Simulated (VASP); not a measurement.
# TaN (Fm-3m) in VASP: relaxation of cell and atoms with SCAN

Aim: the relaxation of cell and atoms of TaN with SCAN.

Everything below comes from runs of VASP 6.6.1. Logs are shortened: lines on timing, memory, paths and dates and some standing lists are left out, and cuts for length are marked.

### Step 1. Starting point

It takes space group Fm-3m (No. 225, cubic). Conventional cell: a = 4.400 Å, b = 4.400 Å, c = 4.400 Å, α = 90.00°, β = 90.00°, γ = 90.00°. Around Ta (site symmetry m-3m) lie 6 N at 2.20 Å. Around N (site symmetry m-3m) lie 6 Ta at 2.20 Å.

The cell was built by a generator and needn't be a form met in nature.

### Step 2. Relaxation of cell and atoms, SCAN

Contents of INCAR:

```
PREC = Accurate
ENCUT = 600
EDIFF = 1E-6
ISMEAR = 1
SIGMA = 0.2
LREAL = F
LASPH = T
NELM = 60
ALGO = Normal
ISIF = 3
LWAVE = F
LCHARG = F
METAGGA = SCAN
LMIXTAU = T
IBRION = 2
NSW = 40
EDIFFG = -0.01
KPAR = 4
```

Contents of KPOINTS:

```
Automatic mesh
0
Gamma
  16 16 16
```

Contents of POSCAR:

```
TaN
1.0
    0.0000000000      2.2000000000      2.2000000000
    2.2000000000      0.0000000000      2.2000000000
    2.2000000000      2.2000000000      0.0000000000
Ta N
1 1
Direct
    0.0000000000      0.0000000000      0.0000000000
    0.5000000000      0.5000000000      0.5000000000
```

Potentials or basis: VASP PAW PBE potentials, release 64 (Ta_pv, N).

On the command line:

```sh
cat potpaw_PBE.64/Ta_pv/POTCAR potpaw_PBE.64/N/POTCAR > POTCAR
mpirun -np 4 vasp_std > vasp.out
```

OUTCAR:

```text
PREC = Accurate
   ENCUT = 600
   EDIFF = 1E-6
   ISMEAR = 1
   LREAL = F
   LASPH = T
   NELM = 60
   ISIF = 3
   METAGGA = SCAN
   IBRION = 2
   NSW = 40
   EDIFFG = -0.01

 ion  position               nearest neighbor table
   1  0.000  0.000  0.000-   2 2.20   2 2.20   2 2.20   2 2.20   2 2.20   2 2.20
   2  0.500  0.500  0.500-   1 2.20   1 2.20   1 2.20   1 2.20   1 2.20   1 2.20

  LATTYP: Found a face centered cubic cell.
 ALAT       =     4.4000000000

  Lattice vectors:

 A1 = (   0.0000000000,   2.2000000000,   2.2000000000)
 A2 = (   2.2000000000,   0.0000000000,   2.2000000000)
 A3 = (   2.2000000000,   2.2000000000,   0.0000000000)

Analysis of symmetry for initial positions (statically):
=====================================================================
 Subroutine PRICEL returns:
 Original cell was already a primitive cell.

 Routine SETGRP: Setting up the symmetry group for a
 face centered cubic supercell.

 Subroutine GETGRP returns: Found 48 space group operations
 (whereof 48 operations were pure point group operations)
 out of a pool of 48 trial point group operations.

The static configuration has the point symmetry O_h .

Analysis of symmetry for dynamics (positions and initial velocities):
=====================================================================
 Subroutine PRICEL returns:
 Original cell was already a primitive cell.

 Routine SETGRP: Setting up the symmetry group for a
 face centered cubic supercell.

 Subroutine GETGRP returns: Found 48 space group operations
 (whereof 48 operations were pure point group operations)
 out of a pool of 48 trial point group operations.

The dynamic configuration has the point symmetry O_h .

 Subroutine INISYM returns: Found 48 space group operations
 (whereof 48 operations are pure point group operations),
 and found     1 'primitive' translations

----------------------------------------------------------------------------------------

                                     Primitive cell

  volume of cell :      21.2960

  direct lattice vectors                    reciprocal lattice vectors
     0.000000000  2.200000000  2.200000000    -0.227272727  0.227272727  0.227272727
     2.200000000  0.000000000  2.200000000     0.227272727 -0.227272727  0.227272727
     2.200000000  2.200000000  0.000000000     0.227272727  0.227272727 -0.227272727

  length of vectors
     3.111269837  3.111269837  3.111269837     0.393647911  0.393647911  0.393647911

  position of ions in fractional coordinates (direct lattice)
     0.000000000  0.000000000  0.000000000
     0.500000000  0.500000000  0.500000000

  ion indices of the primitive-cell ions
   primitive index   ion index
                 1           1
                 2           2

----------------------------------------------------------------------------------------

 KPOINTS: Automatic mesh

Automatic generation of k-mesh.
 Grid dimensions read from file:
 generate k-points for:   16   16   16

 Generating k-lattice:

  Cartesian coordinates                     Fractional coordinates (reciprocal lattice)
    -0.014204545  0.014204545  0.014204545     0.062500000  0.000000000  0.000000000
     0.014204545 -0.014204545  0.014204545     0.000000000  0.062500000  0.000000000
     0.014204545  0.014204545 -0.014204545     0.000000000  0.000000000  0.062500000

  Length of vectors
     0.024602994  0.024602994  0.024602994

  Shift w.r.t. Gamma in fractional coordinates (k-lattice)
     0.000000000  0.000000000  0.000000000

 Subroutine IBZKPT returns following result:
 ===========================================

 Found    145 irreducible k-points:

 Following reciprocal coordinates:
            Coordinates               Weight
  0.000000  0.000000  0.000000      1.000000
  0.062500  0.000000  0.000000      8.000000
  0.125000  0.000000  0.000000      8.000000
  0.187500  0.000000  0.000000      8.000000
  0.250000  0.000000  0.000000      8.000000
  0.312500  0.000000  0.000000      8.000000
[... 16 lines left out ...]
 -0.125000  0.062500  0.000000     24.000000
 -0.062500  0.062500  0.000000     12.000000
 [... further k-points ...]
   k-points           NKPTS =    145   k-points in BZ     NKDIM =    145   number of bands    NBANDS=     12
   number of dos      NEDOS =    301   number of ions     NIONS =      2
   total plane-waves  NPLWV =  21952
   dimension x,y,z NGX =    28 NGY =   28 NGZ =   28
   dimension x,y,z NGXF=    56 NGYF=   56 NGZF=   56
   ions per type =               1   1
   NGX,Y,Z   is equivalent  to a cutoff of  14.96, 14.96, 14.96 a.u.
   NGXF,Y,Z  is equivalent  to a cutoff of  29.92, 29.92, 29.92 a.u.
 SYSTEM =  unknown system
   PREC   = accura    normal or accurate (medium, high low for compatibility)
   ISTART =      0    job   : 0-new  1-cont  2-samecut
   ICHARG =      2    charge: 1-file 2-atom 10-const
   ISPIN  =      1    spin polarized calculation?
   LNONCOLLINEAR =      F non collinear calculations
   LSORBIT =      F    spin-orbit coupling
   LASPH  =      T    aspherical Exc in radial PAW
   ENCUT  =  600.0 eV  44.10 Ry    6.64 a.u.   6.21  6.21  6.21*2*pi/ulx,y,z
   NELM   =     60;   NELMIN=  2; NELMDL= -5     # of ELM steps
   EDIFF  = 0.1E-05   stopping-criterion for ELM
   LREAL  =      F    real-space projection
   EDIFFG = -.1E-01   stopping-criterion for IOM
   NSW    =     40    number of steps for IOM
   IBRION =      2    ionic relax: 0-MD 1-quasi-New 2-CG
   NFREE  =      1    steps in history (QN), initial steepest desc. (CG)
   ISIF   =      3    stress and relaxation
   ISYM   =      2    0-nonsym 1-usesym 2-fastsym
   POTIM  = 0.5000    time-step for ionic-motion
   TEBEG  =    0.0;   TEEND  =   0.0 temperature during run
   PSTRESS=    0.0 pullay stress
   NELECT =      16.0000    total number of electrons
   NUPDOWN=      -1.0000    fix difference up-down
   EMIN   =  10.00;   EMAX   =-10.00  energy-range for DOS
   EFERMI =   0.00;   METHOD = LEGACY
   ISMEAR =     1;   SIGMA  =   0.20  broadening in eV -4-tet -1-fermi 0-gaus
   EFERMI_NEDOS =   21; number of points for ismear=-14 and -15
   IALGO  =     38    algorithm
   IMIX   =      4    mixing-type and parameters
     AMIX     =   0.40;   BMIX     =  1.00
     AMIX_MAG =   1.60;   BMIX_MAG =  1.00
  volume/ion in A,a.u.               =      10.65        71.86
  Fermi-wavevector in a.u.,A,eV,Ry     =   1.488271  2.812425 30.136250  2.214952
  Thomas-Fermi vector in A             =   2.601327
   LORBIT       =      0    0 simple, 1 ext, 2 COOP (PROOUT), +10 PAW based schemes
   METAGGA = SCAN    functional components
   LHFCALC =     F    Hartree Fock is set to
   AEXX    =    0.0000 exact exchange contribution
   IVDW    =     0    specifies the selected vdW correction
   LEPSILON=     F    determine dielectric tensor
   LRPA    =     F    only Hartree local field effects (RPA)
 conjugate gradient relaxation of ions
 non-spin polarized calculation
 Methfessel and Paxton  Order N= 1 SIGMA  =   0.20
  energy-cutoff  :      600.00
  volume of cell :       21.30
 maximum number of plane-waves:       725
 NGX is ok and might be reduce to    28
   NGX = 13   NGY = 13   NGZ = 13

--------------------------------------- Ionic step        1  -------------------------------------------

 number of electron      15.9999999 magnetization

 Free energy of the ion-electron system (eV)
  ---------------------------------------------------
  ext. energy  EPLUGINS =         0.00000000
  ---------------------------------------------------
  free energy    TOTEN  =       -77.69372707 eV

  energy without entropy =      -77.69156088  energy(sigma->0) =      -77.69300501

------------------------ aborting loop because EDIFF is reached ----------------------------------------

  FORCE on cell =-STRESS in cart. coord.  units (eV):
  Direction    XX          YY          ZZ          XY          YZ          ZX
  --------------------------------------------------------------------------------------
  -------------------------------------------------------------------------------------
  Total       -0.4544186     -0.4544186     -0.4544186      0.0000000     -0.0000000      0.0000000
  in kB      -34.1876029    -34.1876029    -34.1876029      0.0000000     -0.0000000      0.0000000
  external PRESSURE =     -34.1876029 kB  Pullay stress =       0.0000000 kB
[... 57 lines left out ...]
  energy  without entropy=      -77.6806584865  energy(sigma->0) =      -77.68211450

--------------------------------------- Ionic step        3  -------------------------------------------

 number of electron      16.0000000 magnetization

 Free energy of the ion-electron system (eV)
  ---------------------------------------------------
  ext. energy  EPLUGINS =         0.00000000
  ---------------------------------------------------
  free energy    TOTEN  =       -77.69591508 eV

  energy without entropy =      -77.69374052  energy(sigma->0) =      -77.69519023

 E-fermi :   9.5563     XC(G=0): -14.6026

 val. band max:        9.5442272376   @ k =  -0.2500   0.3750   0.1250
 cond. band min:       9.5638377792   @ k =  -0.3125   0.3125   0.1250
 fundamental gap:      0.0196105416
 Fermi energy:         9.5562550231

 k-point     1 :       0.0000    0.0000    0.0000
  band No.  band energies     occupation
      1     -26.7985      2.00000
      2     -26.7984      2.00000
      3     -26.7974      2.00000
      4     -10.5719      2.00000
      5       5.4725      2.00000
      6       5.4726      2.00000
      7       5.4726      2.00000
      8       7.3540      2.00000
      9       7.3540      2.00000
     10       7.3542      2.00000
     11       9.6990      0.07078
     12       9.7004      0.06624
[... 331 lines left out ...]
 k-point    24 :      -0.0625    0.0625    0.0000
  band No.  band energies     occupation
      1     -26.8942      2.00000
      2     -26.8219      2.00000
      3     -26.8003      2.00000
      4     -10.3083      2.00000
      5       4.2069      2.00000
      6       4.5568      2.00000
      7       4.9154      2.00000
      8       7.5359      2.00000
      9       7.7584      2.00000
     10       8.0853      2.00000
     11      10.1238     -0.00045
     12      11.0259     -0.00000

 [... further k-points ...]

------------------------ aborting loop because EDIFF is reached ----------------------------------------

  FORCE on cell =-STRESS in cart. coord.  units (eV):
  Direction    XX          YY          ZZ          XY          YZ          ZX
  --------------------------------------------------------------------------------------
  -------------------------------------------------------------------------------------
  Total       -0.0106961     -0.0106961     -0.0106961     -0.0000000     -0.0000000      0.0000000
  in kB       -0.8124606     -0.8124606     -0.8124606     -0.0000000     -0.0000000      0.0000000
  external PRESSURE =      -0.8124606 kB  Pullay stress =       0.0000000 kB
[... 17 lines left out ...]
  FREE ENERGIE OF THE ION-ELECTRON SYSTEM (eV)
  ---------------------------------------------------
  free  energy   TOTEN  =       -77.6959150778 eV

  energy  without entropy=      -77.6937405226  energy(sigma->0) =      -77.69519023

 reached required accuracy - stopping structural energy minimisation
```

It took 2.1 min on 4 MPI ranks of Intel Xeon Platinum 8488C (Sapphire Rapids), shared host; peak memory 0.2 GiB.

What came out:

* Free energy: -77.6959 eV
* Relaxed volume: 10.55 Å³/atom
* Relaxed cell: a = 3.101 Å, b = 3.101 Å, c = 3.101 Å, α = 60.00°, β = 60.00°, γ = 60.00°
* Space group after relaxing (to 0.05 Å): Fm-3m (No. 225)
* Energy gained by relaxing: 1.1 meV/atom
* Ionic steps: 3
* Pressure after relaxing: -0.1 GPa
* Band gap on the k mesh: none (metal or under the smearing width)

Step by step:
```
step  energy change (eV)  largest force (eV/Å)  pressure (GPa)  volume (Å³)
   1              0.0000                0.0000           -3.42        21.30
   2              0.0109                0.0000            8.75        20.60
   3             -0.0022                0.0000           -0.08        21.09
```

Final structure:
```
Ta N
1.0
     0.00000    2.19298    2.19298
     2.19298    0.00000    2.19298
     2.19298    2.19298    0.00000
Ta N
1 1
Direct
  0.00000 0.00000 0.00000
  0.50000 0.50000 0.50000
```

Caveat: the PAW data sets were made with another functional, which shifts forces and pressure a little.
